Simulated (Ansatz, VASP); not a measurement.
One calculation of Cu, two programs

```xyz
1
Lattice="0.0000 1.7817 1.7817 1.7817 0.0000 1.7817 1.7817 1.7817 0.0000" Properties=species:S:1:pos:R:3 pbc="T T T"
Cu    0.0000    0.0000    0.0000
```

Alike in both runs: functional PBEsol; k mesh 20 × 20 × 20; occupations gaussian, width 0.1 eV; no spin polarisation.

Ansatz relaxed the structure, and its values are those at the end. VASP's run is a single point on that final structure, the one shown.

```csv
,VASP,Ansatz
version,VASP 6.6.1,Ansatz 0.2.0
potentials or method,"VASP PAW PBE potentials, release 64 (Cu)","scalar-relativistic, plane waves, PAW"
plane-wave cutoff (eV),520,420
valence electrons in the cell,11,19
```

|  | VASP | Ansatz | Ansatz less VASP |
| --- | --- | --- | --- |
| gap on the k mesh at the Fermi level (eV) | none | none | - |
| pressure (GPa) | 0.7 | 0.0 | -0.70 |

A gap of «none» marks a metal or a gap that the smearing closes. The two sets of potentials don't hold the same shells in valence.

Caveats: the PAW data sets were made with another functional, which shifts forces and pressure a little (VASP).
